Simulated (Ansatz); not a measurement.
FeNi3 (Awaruite):

```
Ni Fe
1.0
     3.54500    0.00000    0.00000
     0.00000    3.54500    0.00000
     0.00000    0.00000    3.54500
Ni Fe
3 1
Direct
  0.50000 0.50000 0.00000
  0.50000 0.00000 0.50000
  0.00000 0.50000 0.50000
  0.00000 0.00000 0.00000
```

| Item | Value |
| --- | --- |
| Program | Ansatz 0.2.0 |
| Task | relaxation of cell and atoms |
| Functional | PBEsol |
| Potentials or basis | Ansatz PAW |
| Cutoff | 420 eV (not typed: the program's choice for these potentials) |
| k mesh | 8 × 8 × 8 |
| Occupations | fermi-dirac, width 0.05 eV |
| Spin | collinear spin, ferromagnetic start |
| Starting moments | [1.0, 1.0, 1.0, 3.0] μB |

At the start: volume 11.14 Å³/atom.

Question: Where does the relaxation end?

Answer: It ends after 5 steps and the volume is 10.62 Å³/atom (-4.7 %); space group Pm-3m (No. 221, to 0.05 Å); moment 4.73 μB per cell.

The path:
```csv
step,energy change (eV),largest force (eV/Å),volume (Å³)
1,0.0000,0.0000,44.55
2,-0.0514,0.0000,43.39
3,-0.0651,0.0000,42.38
4,-0.0652,0.0000,42.46
5,-0.0644,0.0000,42.46
```

Final structure:
```
Ni Fe
1.0
     3.48876    0.00000    0.00000
     0.00000    3.48876    0.00000
     0.00000    0.00000    3.48876
Ni Fe
3 1
Direct
  0.50000 0.50000 0.00000
  0.50000 0.00000 0.50000
  0.00000 0.50000 0.50000
  0.00000 0.00000 0.00000
```

Caveat: the plane-wave basis is chosen anew once the cell has moved, so the energies of steps on either side of that aren't comparable; the PAW data sets come from PBE, with cores solved anew for the run's functional, which leaves a small shift of forces and pressure.
